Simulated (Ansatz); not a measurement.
# SiC: the change of band gap with volume per atom

All results are calculated (Ansatz 0.2.0). Band levels at named k points (names of the unstrained cell) at fixed atoms, from the valence top (v1 top filled band, c1 lowest empty), gap the least over mesh, points and any path between them, spin-unpolarised plane waves, DDH-PBE0 mixes 1/eps_inf of exact exchange.

Cell of the first row (space group P6_3mc, No. 186):
```
cell vectors (Å)
   2.9105     0.0000     0.0000
  -1.4553     2.5206     0.0000
   0.0000     0.0000     4.7775
atoms (fractions of the cell vectors)
Si  0.33333  0.66667 -0.00030
Si  0.66667  0.33333  0.49970
C   0.33333  0.66667  0.37530
C   0.66667  0.33333  0.87530
```

Settings of every row: periodic directions 3; functional HSE06; spin orbit no; potentials PAW; wave cutoff 420 eV; k mesh 6x6x4; smearing width 0 eV.

Point:
```csv
name,a (fraction of the reciprocal vector),b (fraction of the reciprocal vector),c (fraction of the reciprocal vector)
Gamma,0,0,0
M,0.5,0,0
K,0.3333,0.3333,0
A,0,0,0.5
L,0.5,0,0.5
H,0.3333,0.3333,0.5
```

Limits of some rows: the SCF threshold is loose for a stress in some rows (row 1).

```csv
row,volume per atom (Å³),band gap (eV),least direct gap (eV)
1,8.762,2.878,5.462
2,9.145,2.954,5.356
3,9.434,3.009,5.28
4,10.03,?,?
5,10.337,3.16,5.06
6,10.65,3.205,4.988
7,10.97,3.252,4.918
8,11.132,3.274,4.883
9,11.628,3.337,4.78
10,11.966,3.377,4.684
```

Question: what band gap should row 4 give?

Worked fit of band gap. Take t = volume per atom − 10, in Å³. The shown rows have t = -1.238, -0.855, -0.566, 0.337, 0.65, 0.97, 1.132, 1.628, 1.966. Least squares give band gap = 3.1051 + 0.16521 × t − 0.01389 × t² eV; a straight line predicts inner rows, each left out in turn, worse (root mean square 0.012 against 0.0013 eV). The rows lie off it by -0.001, 0.000, 0.002, 0.001, -0.002, 0.000, 0.000, 0.000, 0.001. The withheld row has t = 0.03, so the fit gives 3.1051 + 0.16521 × (0.03) − 0.01389 × (0.03)² = 3.110 eV.

The calculation gave 3.113 eV. The fit lies 0.003 eV (0.6 % of the column's range) below it; its largest miss of a shown row is 0.002 eV.

The other values of row 4: least direct gap 5.133 eV.
